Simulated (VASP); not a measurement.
Runs of VASP 6.6.1 on AlAs. The structure is cubic, space group F-43m (No. 216). Conventional cell: a = 5.682 Å, b = 5.682 Å, c = 5.682 Å, α = 90.00°, β = 90.00°, γ = 90.00°. Al (site symmetry -43m) has 4 As at 2.46 Å as nearest neighbours. Around As (site symmetry -43m) lie 4 Al at 2.46 Å. 

```tsv
task	level	cell	k mesh	cutoff (eV)	grid for exact exchange (PRECFOCK)	exchange at q = 0	share of exact exchange	gap on the mesh (eV)	pressure (GPa)
relaxation of cell and atoms	PBEsol	relaxed	8 × 8 × 8	600	-	-	-	(b)	0.0
band structure	PBE0	as given	6 × 6 × 6	520	Fast	truncated	-	2.76	-0.3
band structure	PBE0	as given	8 × 8 × 8	520	Fast	truncated	-	(a)	-0.3
band structure	PBE-EpsX	as given	6 × 6 × 6	520	Fast	truncated	0.1014	1.97	1.0
```

Alike in all rows: potentials or basis VASP PAW PBE potentials, release 64 (Al, As); no spin polarisation; smearing gaussian 0.03 eV.

Fill in the values left out.

(a) 2.75; (b) 1.34.

Caveats: the PAW data sets were made with another functional, which shifts forces and pressure a little; the relaxation stopped at its first step, so nothing moved (some runs).

A k mesh can miss the band edges, and the runs leave out spin-orbit coupling on As.

Runs at the PBE level aren't shown here.
